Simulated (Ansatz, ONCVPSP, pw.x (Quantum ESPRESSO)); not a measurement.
Which Zr potential is closest to all-electron in the fcc crystal?

All use PBEsol, scalar-relativistic, no spin, cutoffs from each file’s atomic test, pw.x 7.5; 13³ k-points, Fermi–Dirac smearing 0.01 Ry. Δ is the rms difference from all-electron LAPW of the E(V) curves that follow from fits to the pressures, over ±6 % in volume. Mesh and smearing are coarse and serve the comparison alone. The files are a selection: those with a ghost or negative overlap were mostly not run, and those with noisy or unconverged pressures or nearly equal Δ are left out.

All-electron: a0 = 4.471 Å (V0 = 22.34 Å³/atom), B0 = 94.3 GPa.

(1) Rank them by Δ, smallest first.
A. optimised norm-conserving Vanderbilt (ONCV), ONCVPSP 4.0.1.1 (patched build), PBEsol; core [Ar] 3d10, reference 4s2 4p6 4d2 5s2; waves: 4s+5s: rc 2.00 bohr, ncon 4, nbas 8, qcut 5.5 1/bohr, 2 projectors; 4p: rc 1.95 bohr, ncon 3, nbas 6, qcut 6 1/bohr, 2 projectors, debl 0.9 Ha; 4d: rc 1.75 bohr, ncon 4, nbas 9, qcut 6 1/bohr, local; local part: the d channel; core correction: Teter function, fcfact 4.5, rcfact 1.7. In the p channel the program set the typed energies aside and used -1.192, 0.250 Ha.
B. optimised norm-conserving Vanderbilt (ONCV), ONCVPSP 4.0.1.1 (patched build), PBEsol; core [Kr], reference 4d2 5s2; waves: 5s: rc 3.25 bohr, ncon 3, nbas 7, qcut 1.7 1/bohr, 3 projectors, debl 1.1 Ha; p scattering state at 0.09 Ha: rc 2.75 bohr, ncon 4, nbas 7, qcut 3.1 1/bohr, 1 projector; 4d: rc 2.30 bohr, ncon 4, nbas 8, qcut 5.3 1/bohr, 2 projectors, debl 3.5 Ha; local part: polynomial inside 1.55 bohr (lpopt 2, dvloc0 4 Ha); core correction: Teter function, fcfact 5, rcfact 1.7. In the p channel the program set the typed energies aside and used 0.050 Ha.
C. optimised norm-conserving Vanderbilt (ONCV), ONCVPSP 4.0.1.1 (patched build), PBEsol; core [Ar] 3d10, reference 4s2 4p6 4d2 5s1.75 5p0.25; waves: 4s+5s: rc 2.35 bohr, ncon 4, nbas 7, qcut 6.5 1/bohr, 2 projectors; 4p+5p: rc 2.00 bohr, ncon 5, nbas 9, qcut 5.6 1/bohr, 3 projectors, debl 0.8 Ha; 4d: rc 2.90 bohr, ncon 5, nbas 9, qcut 6.5 1/bohr, 1 projector; local part: polynomial inside 1.90 bohr (lpopt 5, dvloc0 1 Ha); core correction: none.

Answers

(1) A (0.8 meV/atom), C (2.8 meV/atom), B (15.0 meV/atom).
